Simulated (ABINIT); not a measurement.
Here is an ABINIT 10.8.3 (patched build) calculation.

The input run.abi:

```
ndtset 2

pp_dirpath "./"
pseudos "Pb_ONCV_PBE-1.2.upf"

acell 3.5002068511 3.5002068511 3.5002068511 Angstrom
rprim
     0.0000000000     0.7071067812     0.7071067812
     0.7071067812     0.0000000000     0.7071067812
     0.7071067812     0.7071067812     0.0000000000
ntypat 1
znucl 82
natom 1
typat 1
xred
     0.0000000000     0.0000000000     0.0000000000

ecut 22.0

ixc -497498
usekden 1

occopt 3
tsmear 0.05 eV

nstep 100

iomode 3
prtwf 0
prteig 0
prtebands 0
enunit 1
prtden1 1
prtkden1 1

kptopt1 1
ngkpt1 9 9 9
nshiftk1 1
shiftk1 0.0 0.0 0.0
nband1 11
tolvrs1 1.0e-9

iscf2 -2
getden2 1
getkden2 1
nband2 17
nbdbuf2 4
tolwfr2 1.0e-11
kptopt2 -9
ndivsm2 8
prteig2 1
kptbounds2
     0.0000000000     0.0000000000     0.0000000000
     0.5000000000     0.0000000000     0.5000000000
     0.5000000000     0.2500000000     0.7500000000
     0.3750000000     0.3750000000     0.7500000000
     0.0000000000     0.0000000000     0.0000000000
     0.5000000000     0.5000000000     0.5000000000
     0.6250000000     0.2500000000     0.6250000000
     0.5000000000     0.2500000000     0.7500000000
     0.5000000000     0.5000000000     0.5000000000
     0.3750000000     0.3750000000     0.7500000000
```

Potentials or basis: SG15 NC PBE v1.2.

Run with:

```sh
$ mpirun --bind-to none -np 4 abinit run.abi > log 2>&1
```

(1) What does it give for the pressure?

(2) Estimate the band gap on the k mesh.

Answers

(1) -0.3 GPa.

(2) none (metal or under the smearing width).

Caveat: the potentials were made for another functional, which shifts forces and pressure; spin-orbit coupling is left out, which moves the levels of the heavy elements.
